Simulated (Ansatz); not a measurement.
Runs of Ansatz 0.2.0 on ZnCu2SnS4. The structure is tetragonal, space group I-4 (No. 82). Conventional cell: a = 5.434 Å, b = 5.434 Å, c = 10.850 Å, α = 90.00°, β = 90.00°, γ = 90.00°. Sn (site symmetry -4) is surrounded by 4 S at 2.41 Å. Around Zn (site symmetry -4) lie 4 S at 2.33 Å. Cu (site symmetry -4) is surrounded by 4 S at 2.33 Å. Cu (site symmetry -4) is surrounded by 4 S at 2.33 Å. S (site symmetry 1) is surrounded by 1 Zn at 2.33 Å and 2 Cu at 2.33 Å and 1 Sn at 2.41 Å. 

| level | U | hubbard projectors | double counting | gap on the mesh (eV) | pressure (GPa) | relaxed volume (Å³/atom) | largest force (eV/Å) |
| --- | --- | --- | --- | --- | --- | --- | --- |
| r2SCAN+U | Cu d U = 2 eV | ortho-atomic (the default) | fll (the default) | 0.79 | 0.0 | 19.91 | - |
| r2SCAN+U | Cu d U = 5 eV | ortho-atomic (the default) | fll (the default) | (d) | 0.0 | (a) | 0.01 |
| r2SCAN+U | Cu d U = 4 eV | ortho-atomic (the default) | fll (the default) | 1.06 | 0.0 | 20.03 | 0.01 |
| r2SCAN+U | Cu d U = 6 eV | ortho-atomic (the default) | fll (the default) | 1.28 | 0.0 | (b) | 0.01 |
| r2SCAN+U | Cu d U = 8 eV | ortho-atomic (the default) | fll (the default) | 1.46 | 0.0 | 20.25 | 0.01 |
| r2SCAN | - | - | - | 0.47 | 0.0 | 19.82 | - |
| r2SCAN+U | Cu d U = 3 eV | ortho-atomic (the default) | fll (the default) | 0.93 | 0.0 | (c) | - |
| r2SCAN+U | Cu d U = 1 eV | ortho-atomic (the default) | fll (the default) | 0.63 | 0.0 | 19.87 | - |

Alike in all rows: task relaxation of cell and atoms; potentials or basis Ansatz PAW; no spin polarisation; cell relaxed; k mesh 7 × 7 × 7; cutoff (eV) 500; smearing fermi-dirac 0.05 eV.

Problem. Estimate the missing entries.

Solution. (a) 20.09; (b) 20.14; (c) 19.97; (d) 1.18.

Caveats: odd divisions of the mesh miss points on the zone boundary, where band edges often lie, so the gap on the mesh can be too wide; the plane-wave basis is chosen anew once the cell has moved, so the energies of steps on either side of that aren't comparable; spin-orbit coupling is left out, which moves the levels of the heavy elements; the PAW data sets come from PBE, with cores solved anew for the run's functional, which leaves a small shift of forces and pressure.

A k mesh can miss the band edges, and the runs leave out spin-orbit coupling on Sn.
